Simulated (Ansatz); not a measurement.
## MoP: axial (c/a) deformation path

Computed with DFT LDA, scalar-relativistic, plane waves, PAW in Ansatz. Settings: plane waves to 420 eV, k-mesh 18×18×16 (Γ-centred), Gaussian smearing 0.15 eV. No spin polarisation. Energies are free energies at this smearing, counted from the undisturbed cell; pressure is positive in compression.

Reference structure (as given, not relaxed at this level; it stands at -7.2 GPa, and it needn't be the usual structure):

```
Mo P
1.0
     3.22300    0.00000    0.00000
    -1.61150    2.79120    0.00000
     0.00000    0.00000    3.19100
Mo P
1 1
Direct
  0.00000 0.00000 0.00000
  0.33333 0.66667 0.50000
```

At fixed volume and fractional coordinates, lengths along (0.000, 0.000, 1.000) are scaled against those across it; ρ is that ratio over its starting value. The cell is metallic on the mesh throughout.

```tsv
ρ	ΔE (meV/atom)
0.800	315.3
0.850	179.7
0.920	46.5
0.960	8.8
1.000	0.0
1.050	25.6
1.100	83.1
1.200	228.6
```

Problem. Predict the pressure (GPa) at each point.

Solution.
| ρ | pressure (GPa) |
| --- | --- |
| 0.800 | 5.4 |
| 0.850 | 1.3 |
| 0.920 | -3.4 |
| 0.960 | -5.5 |
| 1.000 | -7.2 |
| 1.050 | -8.9 |
| 1.100 | -10.0 |
| 1.200 | -11.6 |